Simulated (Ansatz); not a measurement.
CsBr (CsCl type), relaxed with HSE06 (Ansatz, a first-principles code, plane waves, PAW): a = 4.358 Å, b = 4.358 Å, c = 4.358 Å, α = 90.00°, β = 90.00°, γ = 90.00°.

gap (eV): 5.50
B₀ by P(V) fit (GPa): 13.1

The same phase is relaxed and computed with PBE in the same code. What are the cell and these values now?

a = b = c = 4.389 Å, α = β = γ = 90.00°.

- gap (eV) = 4.25
- B₀ by P(V) fit (GPa) = 12.2

All cells were relaxed under the symmetry of their starts (and spin orders); stability against distortions was not tested throughout. Scalar-relativistic: spin–orbit coupling is off unless named, which matters more the heavier the elements.

Potentials: the later of the program's two PAW sets.

Ansatz is a plane-wave DFT program.
